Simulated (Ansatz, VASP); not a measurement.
# PtS2: VASP beside Ansatz

INCAR

```
PREC = Accurate
ENCUT = 520
EDIFF = 1E-6
ISMEAR = 0
SIGMA = 0.05
LREAL = F
LASPH = T
NELM = 80
ALGO = Normal
ISIF = 2
LWAVE = F
LCHARG = F
GGA = PS
NBANDS = 18
```

Contents of KPOINTS:

```
Automatic mesh
0
Gamma
  12 12 8
```

Contents of POSCAR:

```
PtS2
1.0
    3.5431994758      0.0000000000      0.0000000000
   -1.7715997379      3.0685007567      0.0000000000
    0.0000000000      0.0000000000      5.2907400000
Pt S
1 2
Direct
    0.0000000000      0.0000000000      0.0000000000
    0.3333333333      0.6666666667      0.2500000000
    0.6666666667      0.3333333333      0.7500000000
```

Input for Ansatz:

```yaml
crystal:
  lattice:
    - [3.5431994758, 0.0, 0.0]
    - [-1.7715997379, 3.0685007567, 0.0]
    - [0.0, 0.0, 5.29074]
  atoms:
    - { symbol: Pt, position: [0.0, 0.0, 0.0] }
    - { symbol: S, position: [0.3333333333, 0.6666666667, 0.25] }
    - { symbol: S, position: [0.6666666667, 0.3333333333, 0.75] }
basis:
  ecutwfc: 420
kpoints:
  mp_grid: { grid: [12, 12, 8] }
hamiltonian:
  xc: pbesol
scf:
  occupations: { method: gaussian, width: 0.05 }
output:
  forces: true
  stress: true
  eigenvalues: true
```

Change from the starting cell: strain +0.000 along x and y, +0.050 along z, atoms carried along.

Alike in both runs: task single point; functional PBEsol; k mesh 12 × 12 × 8; occupations gaussian, width 0.05 eV; no spin polarisation.

|  | VASP | Ansatz |
| --- | --- | --- |
| version | VASP 6.6.1 | Ansatz 0.2.0 |
| potentials or method | VASP PAW PBE potentials, release 64 (Pt, S) | scalar-relativistic, plane waves, PAW |
| plane-wave cutoff (eV) | 520 | 420 |
| valence electrons in the cell | 22 | 30 |

Ansatz gave:

* gap on the k mesh at the Fermi level (eV): 0.60
* least direct gap on the mesh (eV): 0.80
* pressure (GPa): -7.4
* largest component of the traceless stress (GPa): 2.47
* rms of the force components (eV/Å): 0.594

**Question.** Estimate VASP's values.

**Answer.** gap on the k mesh at the Fermi level (eV): 0.60; least direct gap on the mesh (eV): 0.81; pressure (GPa): -7.6; largest component of the traceless stress (GPa): 2.39; rms of the force components (eV/Å): 0.605.

Atom by atom the forces differ by 0.011 eV/Å (rms over components). The two sets of potentials don't hold the same shells in valence.

Caveats: the PAW data sets were made with another functional, which shifts forces and pressure a little (VASP); spin-orbit coupling is left out, which moves the levels of the heavy elements; the cell's inner coordinates are idealised or old, which leaves forces on the atoms. A k mesh can miss the band edges.
